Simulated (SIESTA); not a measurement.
Runs of SIESTA 5.4.2 on NiO. The structure is cubic, space group Fm-3m (No. 225). Conventional cell: a = 4.172 Å, b = 4.172 Å, c = 4.172 Å, α = 90.00°, β = 90.00°, γ = 90.00°. Around Ni (site symmetry m-3m) lie 6 O at 2.09 Å. O (site symmetry m-3m) is surrounded by 6 Ni at 2.09 Å. 

```tsv
task	level	potentials or basis	spin	U	fixed moment (μB)	cell	k mesh	hubbard projector method	optimiser	force tolerance	stress tolerance (GPa)	displacement	grid cutoff	energy shift	gap on the mesh (eV)	pressure (GPa)	moment (μB)
band structure	vdW-DF	PseudoDojo 0.5 stringent (PBE files), DZ (energy shift 0.002 Ry)	non-collinear, ferromagnetic start	-	-	atoms moved at random, drawn with an rms of 0.05 Å	8 × 8 × 8	-	-	-	-	-	800 Ry	0.002 Ry	none	8.7	0.12
electrostatic potential	xPBE+U	PseudoDojo 0.4 standard (PBE files), TZDP (energy shift 0.002 Ry)	collinear, ferromagnetic start	Ni d U = 8 eV	2.0	as given	11 × 11 × 11	2	-	-	-	-	800 Ry	0.002 Ry	-	(a)	2.00
relaxation of cell and atoms	optB88-vdW	PseudoDojo 0.4 standard (PBE files), TZP (energy shift 0.002 Ry)	non-collinear, random start	-	-	relaxed	8 × 8 × 8	-	Broyden	0.01 eV/Å	0.05	-	1200 Ry	0.002 Ry	none	-	0.14
phonons	vdW-DF2+U	PseudoDojo 0.4 standard (PBE files), SZP (energy shift 0.002 Ry)	collinear, ferromagnetic start	Ni d U = 7 eV	-	relaxed by the run before	8 × 8 × 8	1	-	-	-	0.04 bohr	1200 Ry	0.002 Ry	-	-	2.00
density of states	PBEGcGxLO+U	PseudoDojo 0.4 standard (PBE files), TZDP (energy shift 0.01 Ry)	collinear, ferromagnetic start	Ni d U = 4.5 eV	-	as given	11 × 11 × 11	1	-	-	-	-	800 Ry	0.01 Ry	1.43	-2.3	2.00
band structure	B86bPBE	PseudoDojo 0.4 standard (PBE files), DZP (energy shift 0.002 Ry)	collinear, ferromagnetic start	-	-	as given	11 × 11 × 11	-	-	-	-	-	800 Ry	0.002 Ry	none	(b)	1.78
```

Alike in all rows: smearing fermi-dirac 0.05 eV.

**Question.** Estimate the missing entries.

**Answer.** (a) 19.9; (b) 8.1.

Caveats: the potentials were made for another functional, which shifts forces and pressure; the basis of atomic orbitals isn't converged, which shifts pressures, moduli and gaps; semicore shells carry a single zeta, which can move pressures by several GPa and volumes by a few percent (some runs); a cell with one magnetic atom can't hold antiferromagnetic order, which such compounds often take (some runs); semilocal functionals often make such compounds metallic where correlation or magnetic order opens a gap, which also shifts bond lengths (some runs); the basis has no polarisation orbitals (some runs); the total moment is fixed, so each spin has its own Fermi level (some runs).

A k mesh can miss the band edges.

A gap of «none» marks a metal or a gap under the smearing width.
